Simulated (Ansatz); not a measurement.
Born–Oppenheimer molecular dynamics of a periodic cell of 24 atoms, BeTe (surface BeTe(110)). It goes on from the last frame of an earlier run, with new velocities.

Method: DFT PBE, scalar-relativistic, plane waves, PAW (Ansatz 0.2.0). Settings: accuracy low, cutoff 420 eV, k mesh 2x2x1, fermi-dirac smearing 0.05 eV, no spin polarisation.

| Item | Value |
| --- | --- |
| ensemble | NVT, Nosé–Hoover chain |
| time step | 1.5 fs |
| steps asked | 300 |
| set temperature | 2400 K |
| thermostat | time constant 50 fs, chain length 1 |
| atoms held | 1, 4, 6, 7 |
| seed | 990460 |

First frame:

```xyz
24
Lattice="7.8347 0.0000 0.0000 0.0000 5.5400 0.0000 0.0000 0.0000 20.7934" Properties=species:S:1:pos:R:3
Be 0.000 0.000 1.000
Te -0.208 1.649 2.741
Be 5.807 3.047 3.038
Te 1.959 4.155 1.000
Be 1.841 3.285 3.177
Te 5.876 4.155 1.000
Be 3.917 0.000 1.000
Te 3.963 1.533 3.228
Be 4.008 0.420 5.396
Te 3.669 2.070 7.069
Be 1.607 3.151 7.024
Te 5.870 4.451 5.056
Be 5.632 3.343 7.269
Te 1.857 4.790 5.090
Be -0.047 0.208 4.716
Te -0.562 1.804 6.951
Be 0.049 0.748 8.984
Te -0.320 2.197 11.285
Be 5.543 3.107 10.477
Te 1.698 4.774 9.153
Be 1.693 2.779 10.496
Te 5.840 4.920 9.112
Be 3.714 0.517 9.222
Te 3.679 1.950 11.373
```

(1) What does the run give?

(2) What happens to the structure?

(3) How do temperature and energy run in time?

Results:

(1) All steps were run.

| Quantity | Value |
| --- | --- |
| steps done | 300 |
| time covered | 450 fs |
| mean temperature over the second half | 2204 K |
| spread of the potential energy over the second half | 53.1 meV per atom |
| mean potential energy of the second half above the start | 243.3 meV per atom |

The conserved energy stayed within 1.1 meV per atom of its start (net change 0.79 meV per atom), so the integration is sound. A run of 0.45 ps of so small a system gives no equilibrium averages. Limits of this set-up: coarse k mesh, slab without dipole correction, low accuracy level.

(2) Mean squared displacements from the first frame to the last: Be 1.57 Å², Te 1.43 Å². The details hang on the random start.

(3) 
```
time (fs)  T (K)  potential energy less start (eV)  conserved less start (meV/atom)
        0   2400                             0.000                             0.00
     37.5   1804                             1.969                             0.23
       75   1894                             3.562                             0.44
    112.5   2547                             5.127                             0.79
      150   3094                             7.225                             0.61
    187.5   2949                             8.147                             0.87
      225   2232                             8.750                             0.84
    262.5   2556                             7.002                             0.77
      300   2868                             5.024                             0.66
    337.5   2320                             4.721                             0.69
      375   1735                             5.094                             0.58
    412.5   1816                             5.272                             0.68
      450   2265                             5.955                             0.79
```

Time of the run: 12 min on 4 threads of Intel(R) Xeon(R) 6975P-C (Granite Rapids), on a shared host, peak memory 2.7 GiB.
